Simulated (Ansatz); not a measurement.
The system is Fe3Ge.

```
CELL_PARAMETERS angstrom
3.66050 0.00000 0.00000
0.00000 3.66050 0.00000
0.00000 0.00000 3.66050
ATOMIC_POSITIONS crystal
Ge 0.00000 0.00000 0.00000
Fe 0.50000 0.00000 0.50000
Fe 0.50000 0.50000 0.00000
Fe 0.00000 0.50000 0.50000
```

The cell comes from a database or a generator and needn't be the stable form of this composition.

Base run:

| Item | Value |
| --- | --- |
| Program | Ansatz 0.2.0 |
| Functional | PBEsol |
| Potentials or basis | Ansatz PAW |
| Cutoff | 420 eV (not typed: the program's choice for these potentials) |
| k mesh | 6 × 6 × 6 |
| Occupations | fermi-dirac, width 0.05 eV |
| Spin | collinear spin, ferromagnetic start |
| Starting moments | [0.0, 1.5, 1.5, 1.5] μB |
| Fixed moment | 4.5 μB |

Its results: pressure -18.3 GPa; site moments Ge -0.09; Fe +1.54 μB.

**Question.** After a change of settings the same cell gave: pressure 122.8 GPa; site moments Ge +1.04; Fe +4.75 μB. Which change was it?
A. fixed moment from 4.5 μB to 2.2 μB; moments at the start from [0.0, 1.5, 1.5, 1.5] to [0.0, 0.73, 0.73, 0.73]
B. fixed moment from 4.5 μB to 18 μB; moments at the start from [0.0, 1.5, 1.5, 1.5] to [0.0, 6.0, 6.0, 6.0]
C. fixed moment from 4.5 μB to 11.2 μB; moments at the start from [0.0, 1.5, 1.5, 1.5] to [0.0, 3.73, 3.73, 3.73]
D. fixed moment from 4.5 μB to 6.8 μB; moments at the start from [0.0, 1.5, 1.5, 1.5] to [0.0, 2.27, 2.27, 2.27]

**Answer.** B.

Caveats: the total moment is fixed, so each spin has its own Fermi level; the PAW data sets come from PBE, with cores solved anew for the run's functional, which leaves a small shift of forces and pressure; the thresholds are loose for stress; a pressure of tens of GPa on the cell as given is suspect, and the run, the potentials or the cell itself is likely at fault (some runs).
